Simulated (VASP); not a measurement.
**SrO (strained rocksalt): a r²SCAN single-point calculation in VASP**

INCAR

```
ISMEAR = 0
IBRION = -1
LCHARG = .FALSE.
NBANDS = 15
NSW = 0
ISIF = 2
ALGO = Normal
SIGMA = 0.01
LWAVE = .FALSE.
EDIFF = 1E-7
METAGGA = R2SCAN
PREC = Accurate
LREAL = .FALSE.
ENCUT = 520
NELM = 120
LASPH = .TRUE.
```

KPOINTS

```
KPOINTS created by Atomic Simulation Environment
0
Gamma
8 8 8
0 0 0
```

KPOINTS_OPT

```
special points
6
Reciprocal
0.0000000000 0.0000000000 0.0000000000 1
0.5000000000 0.0000000000 0.5000000000 1
0.6250000000 0.2500000000 0.6250000000 1
0.3750000000 0.3750000000 0.7500000000 1
0.5000000000 0.5000000000 0.5000000000 1
0.5000000000 0.2500000000 0.7500000000 1
```

POSCAR

```
Sr O
 1.0000000000000000
     0.0265728912250000    2.5798923523249999    2.5798923523252575
     2.5798923523249999    0.0265728912250000    2.5798923523252575
     2.6064652436000002    2.6064652436000002    0.0000000000505150
 Sr  O
   1   1
Cartesian
  0.0000000000000000  0.0000000000000000  0.0000000000000000
  2.6064652435750006  2.6064652435750006  2.5798923523505155
```

VASP ran with the recommended PBE PAW datasets (16 valence electrons in the cell).

Command

```
mpirun -np 1 vasp_std
```

OSZICAR

```
N       E                     dE             d eps       ncg     rms          rms(c)
DAV:   1     0.493313100686E+02    0.49331E+02   -0.85844E+03  2850   0.107E+03
DAV:   2    -0.313928867128E+02   -0.80724E+02   -0.73827E+02  4027   0.225E+02
DAV:   3    -0.346578166535E+02   -0.32649E+01   -0.32448E+01  3782   0.408E+01
DAV:   4    -0.347157269746E+02   -0.57910E-01   -0.57895E-01  3367   0.543E+00
DAV:   5    -0.347170796060E+02   -0.13526E-02   -0.13526E-02  3657   0.652E-01    0.157E+01
DAV:   6    -0.269114602162E+02    0.78056E+01   -0.45294E+00  4012   0.169E+01    0.148E+01
DAV:   7    -0.270370481710E+02   -0.12559E+00   -0.18030E-01  2878   0.382E+00    0.843E+00
DAV:   8    -0.270561692757E+02   -0.19121E-01   -0.90026E-02  2913   0.315E+00    0.803E-01
DAV:   9    -0.270529951928E+02    0.31741E-02   -0.17178E-02  3641   0.124E+00    0.244E-01
DAV:  10    -0.270529998611E+02   -0.46682E-05   -0.16990E-03  3060   0.414E-01    0.125E-01
DAV:  11    -0.270531843225E+02   -0.18446E-03   -0.33050E-04  2892   0.177E-01    0.708E-02
DAV:  12    -0.270531847130E+02   -0.39046E-06   -0.27994E-05  3683   0.432E-02    0.193E-02
DAV:  13    -0.270531820266E+02    0.26863E-05   -0.75412E-06  3571   0.267E-02    0.121E-02
DAV:  14    -0.270531816912E+02    0.33544E-06   -0.73195E-07  3417   0.769E-03    0.348E-03
DAV:  15    -0.270531815078E+02    0.18343E-06   -0.57579E-08  1700   0.218E-03    0.237E-03
DAV:  16    -0.270531814652E+02    0.42545E-07   -0.25949E-08  1565   0.143E-03
   1 F= -.27053181E+02 E0= -.27053181E+02  d E =-.257742E-70
       N       E                     dE             ncg
DAV:   1     0.196550899748E+04   -0.35807E+04      180
DAV:   2     0.149339670475E+04   -0.47211E+03      229
DAV:   3     0.147655105771E+04   -0.16846E+02      244
DAV:   4     0.147606249183E+04   -0.48857E+00      232
DAV:   5     0.147605405507E+04   -0.84368E-02      215
DAV:   6     0.147605372756E+04   -0.32751E-03      230
DAV:   7     0.147605371563E+04   -0.11933E-04      208
DAV:   8     0.147605371521E+04   -0.41662E-06      162
DAV:   9     0.147605371520E+04   -0.13555E-07      182
```

From OUTCAR

```
k-points           NKPTS =     95   k-points in BZ     NKDIM =     95   number of bands    NBANDS=     15

   NELECT =      16.0000    total number of electrons

   dimension x,y,z NGX =    28 NGY =   28 NGZ =   28
   dimension x,y,z NGXF=    56 NGYF=   56 NGZF=   56

  energy-cutoff  :      520.00
  volume of cell :       34.34
      direct lattice vectors                 reciprocal lattice vectors
     0.026572891  2.579892352  2.579892352    -0.195823518  0.195823518  0.193806536
     2.579892352  0.026572891  2.579892352     0.195823518 -0.195823518  0.193806536
     2.606465244  2.606465244  0.000000000     0.191830680  0.191830680 -0.193806536

 k-points in reciprocal lattice and weights: KPOINTS created by Atomic Simulation Env
   0.00000000  0.00000000  0.00000000       0.002
   0.12500000 -0.00000000  0.00000000       0.008
   0.25000000 -0.00000000  0.00000000       0.008
   0.37500000 -0.00000000  0.00000000       0.008
   0.50000000 -0.00000000  0.00000000       0.004
   0.12500000  0.12500000  0.00000000       0.004
   0.25000000  0.12500000  0.00000000       0.008
   0.37500000  0.12500000  0.00000000       0.008
   ...

 E-fermi :   1.4421

 k-point     1 :       0.0000    0.0000    0.0000
  band No.  band energies     occupation
      1     -32.2167      2.00000
      2     -14.7199      2.00000
      3     -13.2531      2.00000
      4     -13.2503      2.00000
      5     -13.2462      2.00000
      6       1.2744      2.00000
      7       1.2951      2.00000
      8       1.3192      2.00000
      9       5.8747      0.00000
     10       7.9211      0.00000
     11       8.0463      0.00000
     12       8.1776      0.00000
     13      10.3495      0.00000
     14      10.3504      0.00000
     15      14.5433      0.00000

 k-point     2 :       0.1250   -0.0000    0.0000
  band No.  band energies     occupation
      1     -32.1968      2.00000
      2     -15.0050      2.00000
      3     -13.2639      2.00000
      4     -13.2622      2.00000
      5     -13.0127      2.00000
      6       0.8856      2.00000
      7       1.0769      2.00000
      8       1.1127      2.00000
      9       6.5629      0.00000
     10       7.9387      0.00000
     11       8.2360      0.00000
     12       8.4130      0.00000
     13      10.7557      0.00000
     14      10.7558      0.00000
     15      15.5959      0.00000

 k-point     3 :       0.2500   -0.0000    0.0000
  band No.  band energies     occupation
      1     -32.1483      2.00000
      2     -15.5105      2.00000
      3     -13.2938      2.00000
      4     -13.2895      2.00000
      5     -12.6294      2.00000
      6       0.0834      2.00000
      7       0.6475      2.00000
      8       0.6975      2.00000
      9       7.8354      0.00000
     10       8.0999      0.00000
     11       9.0930      0.00000
     12       9.2834      0.00000
     13      11.7713      0.00000
     14      11.7737      0.00000
     15      17.6640      0.00000

 k-point     4 :       0.3750   -0.0000    0.0000
  band No.  band energies     occupation
      1     -32.0991      2.00000
      2     -15.9069      2.00000
      3     -13.3250      2.00000
      4     -13.3146      2.00000
      5     -12.3557      2.00000
      6      -0.5627      2.00000
      7       0.2686      2.00000
      8       0.3309      2.00000
      9       8.1370      0.00000
     10       9.6316      0.00000
     11      10.1475      0.00000
     12      10.3529      0.00000
     13      13.0271      0.00000
     14      13.0437      0.00000
     15      17.6263      0.00000

 k-point     5 :       0.5000   -0.0000    0.0000
  band No.  band energies     occupation
      1     -32.0785      2.00000
      2     -16.0536      2.00000
      3     -13.3377      2.00000
      4     -13.3249      2.00000
      5     -12.2599      2.00000
      6      -0.8034      2.00000
      7       0.1232      2.00000
      8       0.1903      2.00000
      9       8.3798      0.00000
     10      10.3058      0.00000
     11      10.6657      0.00000
     12      10.8712      0.00000
     13      13.8696      0.00000
     14      13.8965      0.00000
     15      17.0328      0.00000

 k-point     6 :       0.1250    0.1250    0.0000
  band No.  band energies     occupation
      1     -32.1912      2.00000
      2     -15.0389      2.00000
      3     -13.3068      2.00000
      4     -13.2963      2.00000
      5     -12.9414      2.00000
      6       0.5690      2.00000
      7       1.2048      2.00000
      8       1.2527      2.00000
      9       6.6214      0.00000
     10       7.3599      0.00000
     11       8.5915      0.00000
     12       8.8301      0.00000
     13      10.5634      0.00000
     14      11.1604      0.00000
     15      15.8532      0.00000

 k-point     7 :       0.2500    0.1250    0.0000
  band No.  band energies     occupation
      1     -32.1532      2.00000
      2     -15.3649      2.00000
      3     -13.3551      2.00000
      4     -13.3308      2.00000
      5     -12.7255      2.00000
      6       0.0864      2.00000
      7       0.9416      2.00000
      8       0.9868      2.00000
      9       7.0622      0.00000
     10       7.6672      0.00000
     11       9.4431      0.00000
     12       9.5083      0.00000
     13      11.1637      0.00000
     14      12.0108      0.00000
     15      17.6016      0.00000

 k-point     8 :       0.3750    0.1250    0.0000
  band No.  band energies     occupation
      1     -32.1045      2.00000
      2     -15.7232      2.00000
      3     -13.3805      2.00000
      4     -13.3786      2.00000
      5     -12.5291      2.00000
      6      -0.2852      2.00000
      7       0.4661      2.00000
      8       0.5948      2.00000
      9       7.4666      0.00000
     10       8.9070      0.00000
     11      10.4300      0.00000
     12      10.4390      0.00000
     13      12.3939      0.00000
     14      12.9537      0.00000
     15      17.8230      0.00000

 k-point     9 :       0.5000    0.1250    0.0000
  band No.  band energies     occupation
      1     -32.0737      2.00000
      2     -15.9277      2.00000
      3     -13.4375      2.00000
      4     -13.3687      2.00000
      5     -12.4151      2.00000
      6      -0.5348      2.00000
      7       0.2730      2.00000
      8       0.2940      2.00000
      9       8.2142      0.00000
     10       9.3069      0.00000
     11      10.8909      0.00000
     12      11.3888      0.00000
     13      13.6163      0.00000
     14      13.9311      0.00000
     15      16.3876      0.00000

 k-point    10 :      -0.3750    0.1250   -0.0000
  band No.  band energies     occupation
      1     -32.0795      2.00000
      2     -15.8995      2.00000
      3     -13.4684      2.00000
      4     -13.3265      2.00000
      5     -12.4120      2.00000
      6      -0.5470      2.00000
      7       0.1745      2.00000
      8       0.4839      2.00000
      9       8.1719      0.00000
     10       9.3643      0.00000
     11      10.3590      0.00000
     12      11.1810      0.00000
     13      13.4591      0.00000
     14      13.8018      0.00000
     15      16.6488      0.00000

 k-point    11 :      -0.2500    0.1250   -0.0000
  band No.  band energies     occupation
      1     -32.1183      2.00000
      2     -15.6524      2.00000
      3     -13.4414      2.00000
      4     -13.2781      2.00000
      5     -12.5387      2.00000
      6      -0.2335      2.00000
      7       0.3412      2.00000
      8       0.8585      2.00000
      9       7.6652      0.00000
     10       8.6263      0.00000
     11       9.3057      0.00000
     12      10.4066      0.00000
     13      12.2414      0.00000
     14      12.5947      0.00000
     15      18.2929      0.00000

 k-point    12 :      -0.1250    0.1250    0.0000
  band No.  band energies     occupation
      1     -32.1668      2.00000
      2     -15.2886      2.00000
      3     -13.3561      2.00000
      4     -13.2520      2.00000
      5     -12.7816      2.00000
      6       0.3330      2.00000
      7       0.7046      2.00000
      8       1.1469      2.00000
      9       7.3763      0.00000
     10       7.6115      0.00000
     11       8.4908      0.00000
     12       9.3573      0.00000
     13      11.1094      0.00000
     14      11.5708      0.00000
     15      17.0238      0.00000

 k-point    13 :       0.2500    0.2500    0.0000
  band No.  band energies     occupation
      1     -32.1302      2.00000
      2     -15.3280      2.00000
      3     -13.4350      2.00000
      4     -13.4161      2.00000
      5     -12.8580      2.00000
      6      -0.0147      2.00000
      7       1.1286      2.00000
      8       1.1795      2.00000
      9       6.1760      0.00000
     10       7.8919      0.00000
     11      10.2535      0.00000
     12      10.4360      0.00000
     13      11.1360      0.00000
     14      12.3968      0.00000
     15      18.7647      0.00000

 ...

  Total        0.1142226      0.1142226      0.1079925     -0.2446924     -0.0000000     -0.0000000
  in kB        5.3293460      5.3293460      5.0386637    -11.4167484     -0.0000000     -0.0000000
  external PRESSURE =       5.2324519 kB  Pullay stress =       0.0000000 kB

 POSITION                                       TOTAL-FORCE (eV/Angst)
 -----------------------------------------------------------------------------------
      0.00000      0.00000      0.00000        -0.000000     -0.000000      0.000000
      2.60647      2.60647      2.57989         0.000000      0.000000     -0.000000
 -----------------------------------------------------------------------------------
    total drift:                                0.000000      0.000000      0.000000

  FREE ENERGIE OF THE ION-ELECTRON SYSTEM (eV)
  ---------------------------------------------------
  free  energy   TOTEN  =       -27.0531814652 eV

  energy  without entropy=      -27.0531814652  energy(sigma->0) =      -27.05318147
```

```
gap between bands v and c : 3.72 eV
least direct gap          : 3.81 eV
pressure                  : 0.5 GPa
```

Band v is the last that the valence electrons fill when counted band by band, and c is the next.

The run took about 1.8 min on one core of a shared host (Intel Xeon 6975P-C) and held 0.23 GiB at most.
